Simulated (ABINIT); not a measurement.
Crystal: Ti.

```
Ti
1.0
     2.95000    0.00000    0.00000
    -1.47500    2.55477    0.00000
     0.00000    0.00000    4.68000
Ti
2
Direct
  0.66667 0.33333 0.75000
  0.33333 0.66667 0.25000
```

* Program: ABINIT 10.8.3 (patched build)
* Task: relaxation of cell and atoms
* Functional: LDA
* Potentials or basis: JTH PAW LDA v2.0
* Cutoff: 408 eV
* k mesh: 10 × 10 × 6
* Occupations: fermi-dirac, width 0.05 eV
* Spin: no spin polarisation

At the start: pressure -9.5 GPa; volume 17.64 Å³/atom.

Question: Where does the relaxation end?

Answer: Over 7 steps the energy falls by 47.7 meV/atom and the volume is 16.14 Å³/atom (-8.5 %); space group P6_3/mmc (No. 194, to 0.05 Å).

Step by step:
```tsv
step	energy change (eV)	largest force (eV/Å)	pressure (GPa)	volume (Å³)
1	0.0000	0.0000	-9.51	35.27
2	-0.0518	0.0000	-6.71	34.26
3	-0.0949	0.0000	0.69	32.10
4	-0.0953	0.0000	-0.03	32.29
5	-0.0953	0.0000	-0.01	32.28
6	-0.0954	0.0000	0.03	32.27
7	-0.0954	0.0000	0.01	32.28
```

Final structure:
```cif
data_structure
_symmetry_space_group_name_H-M 'P 1'
_symmetry_Int_Tables_number 1
_cell_length_a 2.8699
_cell_length_b 2.8699
_cell_length_c 4.5255
_cell_angle_alpha 90.000
_cell_angle_beta 90.000
_cell_angle_gamma 120.000
_cell_volume 32.28
loop_
_atom_site_label
_atom_site_type_symbol
_atom_site_fract_x
_atom_site_fract_y
_atom_site_fract_z
_atom_site_occupancy
Ti1 Ti 0.66667 0.33333 0.75000 1
Ti2 Ti 0.33333 0.66667 0.25000 1
```
